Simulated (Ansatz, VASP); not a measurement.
**RbBr: VASP beside Ansatz**

```xyz
2
Lattice="0.0000 3.9132 3.7821 3.9132 0.0000 3.7821 3.9132 3.9132 0.0000" Properties=species:S:1:pos:R:3 pbc="T T T"
Rb    0.0000    0.0000    0.0000
Br    1.9566    1.9566    1.8910
```

Change from the starting cell: epitaxial_xy strain +1.1%.

Alike in both runs: task single point; functional r2SCAN; k mesh 6 × 6 × 6; no spin polarisation.

|  | VASP | Ansatz |
| --- | --- | --- |
| version | VASP 6.6.1 | Ansatz 0.2.0 |
| potentials or method | VASP PAW PBE potentials, release 64 (Rb_sv, Br) | plane waves, PAW |
| plane-wave cutoff (eV) | 520 | 500 |
| occupations | gaussian, width 0.01 eV | fixed |
| valence electrons in the cell | 16 | 16 |

|  | VASP | Ansatz | Ansatz less VASP |
| --- | --- | --- | --- |
| gap on the k mesh at the Fermi level (eV) | 4.64 | 4.64 | 0.000 |
| pressure (GPa) | 0.0 | 0.0 | -0.01 |

Ansatz warned: «xc_potential_rough_in_thin_density».

Caveats: the PAW data sets were made with another functional, which shifts forces and pressure a little (VASP). A k mesh can miss the band edges.
